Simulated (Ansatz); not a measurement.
## HfC under changes of volume

One of the cells (12.568 Å³/atom); the others are scaled copies at fixed shape and fractional positions:

```
CELL_PARAMETERS angstrom
0.00000 2.32500 2.32500
2.32500 0.00000 2.32500
2.32500 2.32500 0.00000
ATOMIC_POSITIONS crystal
Hf 0.50000 0.50000 0.50000
C 0.00000 0.00000 0.00000
```

```yaml
Program: Ansatz 0.2.0
Functional: PBEsol
Potentials_or_basis: Ansatz PAW
Cutoff: "420 eV (not typed: the program's choice for these potentials)"
k_mesh: 10 × 10 × 10
Occupations: fermi-dirac, width 0.05 eV
Spin: no spin polarisation
```

| volume (Å³/atom) | energy over the lowest point (meV/atom) | pressure (GPa) |
| --- | --- | --- |
| 11.814 | ? | ? |
| 12.065 | 1.10 | 3.3 |
| 12.317 | 0.00 | -1.8 |
| 12.568 | 6.63 | -6.5 |
| 12.819 | 20.26 | -10.7 |
| 13.071 | 40.19 | -14.6 |
| 13.322 | 65.82 | -18.0 |

Q: What does the run at 11.814 Å³/atom give?

A: Energy over the lowest point 10.74 meV/atom; pressure 9.1 GPa.

Worked out: A Birch-Murnaghan fit of order 3 (a polynomial in V^(-2/3)) to the other rows has its minimum at 12.22 Å³/atom with B0 = V·E''(V) = 249 GPa and B' = 4.0. It gives 10.74 meV/atom at 11.814 Å³/atom, against the run's 10.74, and -dE/dV = 9.1 GPa, against 9.1.

Energies are extrapolated to zero smearing.

Caveats: the PAW data sets come from PBE, with cores solved anew for the run's functional, which leaves a small shift of forces and pressure.
